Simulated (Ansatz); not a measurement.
## Fitting the r2SCAN+D4 energy curve of Cu

It takes space group Fm-3m (No. 225, cubic). Conventional cell: a = 3.615 Å, b = 3.615 Å, c = 3.615 Å, α = 90.00°, β = 90.00°, γ = 90.00°. Around Cu (site symmetry m-3m) lie 12 Cu at 2.56 Å.

The cell was scaled at fixed shape and fractions and run with Ansatz, Ansatz PAW, cutoff 500 eV; r2SCAN+D4, k mesh 13 × 13 × 13 on the cell of 1 atom, fermi-dirac occupations of 0.05 eV, no spin polarisation, no spin-orbit coupling. The potentials were made for PBE. Energies are those that the program minimises, any entropy of the smearing included. For a metal such a mesh isn't converged to the digits shown.

```csv
V (Å³/atom),energy over the lowest row (meV/atom)
11.1018,1.27
11.3380,0.00
11.5742,3.88
11.8104,12.26
12.0466,?
12.2828,40.50
12.5190,59.44
```

Fit the third-order Birch-Murnaghan form, give V0, B0 and B′, and predict the energy left open.

With y = (V0/V)^(2/3), E = E0 + (9 V0 B0/16) [(y - 1)³ B′ + (y - 1)² (6 - 4y)]. Least squares through the rows shown give V0 = 11.2741 Å³/atom, E0 = -0.19 meV, B0 = 171.9 GPa (1 eV/Å³ = 160.218 GPa) and B′ = 5.08, with a largest miss of 0.02 meV. At V = 12.0466 the form with these constants gives 24.64 meV; the run gave 24.64 meV an atom. Measured volume: 11.81 Å³/atom at 298 K (pmc:10490242, doi:10.3390/nano13172448), so the fit lies -4.5 % from it. Measured modulus: 139 GPa (pmc:10161880, doi:10.1107/S160057752300108X), so the fit lies +23.7 % from it. The runs are for a static lattice.
